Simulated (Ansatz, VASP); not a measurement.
## One calculation of Si, two programs

```
CELL_PARAMETERS angstrom
0.00000 2.71673 2.71673
2.71673 0.00000 2.71673
2.71673 2.71673 0.00000
ATOMIC_POSITIONS crystal
Si 0.00000 0.00000 0.00000
Si 0.25000 0.25000 0.25000
```

The cell was built by a generator and needn't be a form met in nature.

Alike in both runs: functional PBEsol; k mesh 10 × 10 × 10; occupations gaussian, width 0.02 eV; no spin polarisation.

Ansatz relaxed the structure, and its values are those at the end. VASP's run is a single point on that final structure, the one shown.

|  | VASP | Ansatz |
| --- | --- | --- |
| version | VASP 6.6.1 | Ansatz 0.2.0 |
| potentials or method | VASP PAW PBE potentials, release 64 (Si) | scalar-relativistic, plane waves, PAW |
| plane-wave cutoff (eV) | 520 | 420 |
| valence electrons in the cell | 8 | 8 |

```tsv
	VASP	Ansatz	Ansatz less VASP
gap on the k mesh at the Fermi level (eV)	0.47	0.48	+0.006
least direct gap on the mesh (eV)	2.52	2.52	+0.002
pressure (GPa)	0.1	0.0	-0.12
```

Ansatz warned: «pseudo_functional_mismatch».

Caveats: the PAW data sets were made with another functional, which shifts forces and pressure a little (VASP). A k mesh can miss the band edges. Expect the measured gap to be larger: semilocal functionals such as PBEsol lack the derivative discontinuity.
